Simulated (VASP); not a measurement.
TaN, 2 atoms in the cell. Symmetry: Fm-3m, No. 225, cubic system. The conventional cell has a = 4.358 Å, b = 4.358 Å, c = 4.358 Å, α = 90.00°, β = 90.00°, γ = 90.00°. Ta (site symmetry m-3m) is surrounded by 6 N at 2.18 Å. N (site symmetry m-3m) is surrounded by 6 Ta at 2.18 Å. 

| Item | Value |
| --- | --- |
| Program | VASP 6.6.1 |
| Task | single point |
| Functional | PBEsol |
| Potentials or basis | VASP PAW PBE potentials, release 64 (Ta_pv, N) |
| Cutoff | 520 eV |
| k mesh | 7 × 7 × 7 |
| Occupations | gaussian, width 0.05 eV |
| Spin | collinear spin, random start |
| Starting moments | [0.06, 0.0] μB |
| Further INCAR settings | ALGO = Normal; EDIFF = 1e-06; NBANDS = 19 |

Potentials or basis: VASP PAW PBE potentials, release 64 (Ta_pv, N).

Run with:

```console
$ cat potpaw_PBE.64/Ta_pv/POTCAR potpaw_PBE.64/N/POTCAR > POTCAR
$ mpirun -np 1 vasp_std > vasp.out
```

Hardware: 1 thread of Intel(R) Xeon(R) Platinum 8259CL CPU @ 2.50GHz (Skylake/Cascade Lake), with other jobs on the host.

Q: Estimate the wall time of this run.

A: It took 13 s on 1 thread of Intel(R) Xeon(R) Platinum 8259CL CPU @ 2.50GHz (Skylake/Cascade Lake) (shared host), peak memory 0.15 GiB. Counts: scf iterations 13, k points 20.
